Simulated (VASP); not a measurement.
# Mg: generalised stacking fault, by functional

Mg, P6_3/mmc (no. 194), 8 atoms in the cell.

| Functional | Unstable fault energy (mJ/m²) | Energy at the end of the slip (mJ/m²) | Ionic steps, all stages | Electronic steps, all stages | Time (s) |
|---|---|---|---|---|---|
| AM05 | 96 | 37 | 30 | 193 | 180 |
| PBE | 93 | 36 | 30 | 195 | 150 |

Limits: the faults repeat once a cell, and the in-plane lattice is that of the given cell.

## Input of the first row

INCAR:
```
SYSTEM = Mg
PREC = Normal ; ENCUT = 250
EDIFF = 1E-6 ; ISMEAR = 1
SIGMA = 0.2 ; LREAL = .False.
LASPH = .True. ; NELM = 100
ALGO = Normal ; LWAVE = .False.
LCHARG = .False. ; GGA = AM
IBRION = 2 ; NSW = 100
ISIF = 2 ; EDIFFG = -0.02
POTIM = 0.5 ; ISYM = 2
KPAR = 8
```

KPOINTS:
```
k-points
0
Gamma
  16 16 3
```

POSCAR.step1:
```
Mg
1.0
    3.2093000000      0.0000000000      0.0000000000
    1.6046500000      2.7793353284      0.0000000000
    0.0000000000      0.0000000000     20.8412000000
Mg
8
Selective dynamics
Direct
   -0.3333333333      0.6666666667      0.0000000000  F F T
    0.0000000000      0.0000000000      0.1250000000  F F T
   -0.3333333333      0.6666666667      0.2500000000  F F T
    0.0000000000      0.0000000000      0.3750000000  F F T
   -0.3333333333      0.6666666667      0.5000000000  F F T
    0.0000000000      0.0000000000      0.6250000000  F F T
   -0.3333333333      0.6666666667      0.7500000000  F F T
    0.0000000000      0.0000000000      0.8750000000  F F T
```

POSCAR.step2:
```
Mg
1.0
    3.2093000000      0.0000000000      0.0000000000
    1.6046500000      2.7793353284      0.0000000000
   -0.3209300000     -0.1852890219     20.8412000000
Mg
8
Selective dynamics
Direct
   -0.3333333333      0.6666666667      0.0000000000  F F T
    0.0083333333      0.0083333333      0.1250000000  F F T
   -0.3166666667      0.6833333333      0.2500000000  F F T
    0.0250000000      0.0250000000      0.3750000000  F F T
   -0.3000000000      0.7000000000      0.5000000000  F F T
    0.0416666667      0.0416666667      0.6250000000  F F T
   -0.2833333333      0.7166666667      0.7500000000  F F T
    0.0583333333      0.0583333333      0.8750000000  F F T
```

POSCAR.step3:
```
Mg
1.0
    3.2093000000      0.0000000000      0.0000000000
    1.6046500000      2.7793353284      0.0000000000
   -0.6418600000     -0.3705780438     20.8412000000
Mg
8
Selective dynamics
Direct
   -0.3333333333      0.6666666667      0.0000000000  F F T
    0.0166666667      0.0166666667      0.1250000000  F F T
   -0.3000000000      0.7000000000      0.2500000000  F F T
    0.0500000000      0.0500000000      0.3750000000  F F T
   -0.2666666667      0.7333333333      0.5000000000  F F T
    0.0833333333      0.0833333333      0.6250000000  F F T
   -0.2333333333      0.7666666667      0.7500000000  F F T
    0.1166666667      0.1166666667      0.8750000000  F F T
```

POSCAR.step4:
```
Mg
1.0
    3.2093000000      0.0000000000      0.0000000000
    1.6046500000      2.7793353284      0.0000000000
   -0.8023250000     -0.4632225547     20.8412000000
Mg
8
Selective dynamics
Direct
   -0.3333333333      0.6666666667      0.0000000000  F F T
    0.0208333333      0.0208333333      0.1250000000  F F T
   -0.2916666667      0.7083333333      0.2500000000  F F T
    0.0625000000      0.0625000000      0.3750000000  F F T
   -0.2500000000      0.7500000000      0.5000000000  F F T
    0.1041666667      0.1041666667      0.6250000000  F F T
   -0.2083333333      0.7916666667      0.7500000000  F F T
    0.1458333333      0.1458333333      0.8750000000  F F T
```

POSCAR.step5:
```
Mg
1.0
    3.2093000000      0.0000000000      0.0000000000
    1.6046500000      2.7793353284      0.0000000000
   -0.9627900000     -0.5558670657     20.8412000000
Mg
8
Selective dynamics
Direct
   -0.3333333333      0.6666666667      0.0000000000  F F T
    0.0250000000      0.0250000000      0.1250000000  F F T
   -0.2833333333      0.7166666667      0.2500000000  F F T
    0.0750000000      0.0750000000      0.3750000000  F F T
   -0.2333333333      0.7666666667      0.5000000000  F F T
    0.1250000000      0.1250000000      0.6250000000  F F T
   -0.1833333333      0.8166666667      0.7500000000  F F T
    0.1750000000      0.1750000000      0.8750000000  F F T
```

POSCAR.step6:
```
Mg
1.0
    3.2093000000      0.0000000000      0.0000000000
    1.6046500000      2.7793353284      0.0000000000
   -1.2837200000     -0.7411560876     20.8412000000
Mg
8
Selective dynamics
Direct
   -0.3333333333      0.6666666667      0.0000000000  F F T
    0.0333333333      0.0333333333      0.1250000000  F F T
   -0.2666666667      0.7333333333      0.2500000000  F F T
    0.1000000000      0.1000000000      0.3750000000  F F T
   -0.2000000000      0.8000000000      0.5000000000  F F T
    0.1666666667      0.1666666667      0.6250000000  F F T
   -0.1333333333      0.8666666667      0.7500000000  F F T
    0.2333333333      0.2333333333      0.8750000000  F F T
```

POSCAR.step7:
```
Mg
1.0
    3.2093000000      0.0000000000      0.0000000000
    1.6046500000      2.7793353284      0.0000000000
   -1.6046500000     -0.9264451095     20.8412000000
Mg
8
Selective dynamics
Direct
   -0.3333333333      0.6666666667      0.0000000000  F F T
    0.0416666667      0.0416666667      0.1250000000  F F T
   -0.2500000000      0.7500000000      0.2500000000  F F T
    0.1250000000      0.1250000000      0.3750000000  F F T
   -0.1666666667      0.8333333333      0.5000000000  F F T
    0.2083333333      0.2083333333      0.6250000000  F F T
   -0.0833333333      0.9166666667      0.7500000000  F F T
    0.2916666667      0.2916666667      0.8750000000  F F T
```

Commands (each step's output is kept before the next begins):
```
cat potpaw_PBE.64/Mg/POTCAR > POTCAR
# POSCAR: c tilted by 0 of a/3<10-10> on (0001)
cp POSCAR.step1 POSCAR
mpirun -np 8 vasp_std > vasp.out
# POSCAR: c tilted by 0.2 of a/3<10-10> on (0001)
cp POSCAR.step2 POSCAR
mpirun -np 8 vasp_std > vasp.out
# POSCAR: c tilted by 0.4 of a/3<10-10> on (0001)
cp POSCAR.step3 POSCAR
mpirun -np 8 vasp_std > vasp.out
# POSCAR: c tilted by 0.5 of a/3<10-10> on (0001)
cp POSCAR.step4 POSCAR
mpirun -np 8 vasp_std > vasp.out
# POSCAR: c tilted by 0.6 of a/3<10-10> on (0001)
cp POSCAR.step5 POSCAR
mpirun -np 8 vasp_std > vasp.out
# POSCAR: c tilted by 0.8 of a/3<10-10> on (0001)
cp POSCAR.step6 POSCAR
mpirun -np 8 vasp_std > vasp.out
# POSCAR: c tilted by 1 of a/3<10-10> on (0001)
cp POSCAR.step7 POSCAR
mpirun -np 8 vasp_std > vasp.out
```

Changes of the last row against the first:
```
(all steps)
- GGA = AM
```

VASP 6.6.1 took 180 s on 8 cores (Intel Xeon 6975P-C (Granite Rapids)), a shared host.
